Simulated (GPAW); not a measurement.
Crystal: FeGe2.

```
CELL_PARAMETERS angstrom
-2.95956 2.95956 2.45140
2.95956 -2.95956 2.45140
2.95956 2.95956 -2.45140
ATOMIC_POSITIONS crystal
Ge 0.84511 0.34511 0.19021
Ge 0.65489 0.84511 0.50000
Ge 0.34511 0.15489 0.50000
Ge 0.15489 0.65489 0.80979
Fe 0.25000 0.25000 0.00000
Fe 0.75000 0.75000 0.00000
```

The cell is a database's computed one.

Base run:

- Program: GPAW 26.7.0
- Functional: LDA
- Potentials or basis: the program's PAW data sets (release 1.2.1) made for this functional
- Cutoff: 450 eV
- Basis: pw
- k mesh: 6 × 6 × 6
- Occupations: fermi-dirac, width 0.05 eV
- Spin: collinear spin, ferromagnetic start
- Starting moments: [0.0, 0.0, 0.0, 0.0, 4.0, 4.0] μB

Its results: band gap on the k mesh none (metal or under the smearing width); pressure -10.6 GPa; net moment 2.17 μB per cell; site moments Ge -0.02; Fe +1.18 μB; largest force 0.222 eV/Å.

Task: The run is repeated on the same cell with these changes: functional from LDA to PBEsol; potentials or basis from the program's PAW data sets (release 1.2.1) made for this functional to PAW data sets generated in the run's folder for this functional. What comes out?

Result: Band gap on the k mesh none (metal or under the smearing width); pressure -6.1 GPa; net moment 2.31 μB per cell; site moments Ge -0.03; Fe +1.28 μB; largest force 0.133 eV/Å.

Caveats: the cutoff is short for stress and forces, so pressures can be off by a GPa or more; the moment fell far below its start of 4 μB, so a state of higher moment may lie lower in energy.

Not every run made on this cell is shown here.
